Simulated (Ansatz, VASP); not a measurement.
**S in VASP and in Ansatz**

```xyz
1
Lattice="0.0000 2.0396 2.0396 2.0396 0.0000 2.0396 2.0396 2.0396 0.0000" Properties=species:S:1:pos:R:3 pbc="T T T"
S     0.0000    0.0000    0.0000
```

Alike in both runs: task single point; functional PBE; k mesh 18 × 18 × 18; occupations gaussian, width 0.1 eV; no spin polarisation.

|  | VASP | Ansatz |
| --- | --- | --- |
| version | VASP 6.6.1 | Ansatz 0.2.0 |
| potentials or method | VASP PAW PBE potentials, release 64 (S) | scalar-relativistic, plane waves, PAW |
| plane-wave cutoff (eV) | 520 | 420 |
| valence electrons in the cell | 6 | 6 |

|  | VASP | Ansatz | Ansatz less VASP |
| --- | --- | --- | --- |
| gap on the k mesh at the Fermi level (eV) | none | none | - |
| pressure (GPa) | -4.7 | -4.5 | +0.14 |

A gap of «none» marks a metal or a gap that the smearing closes.
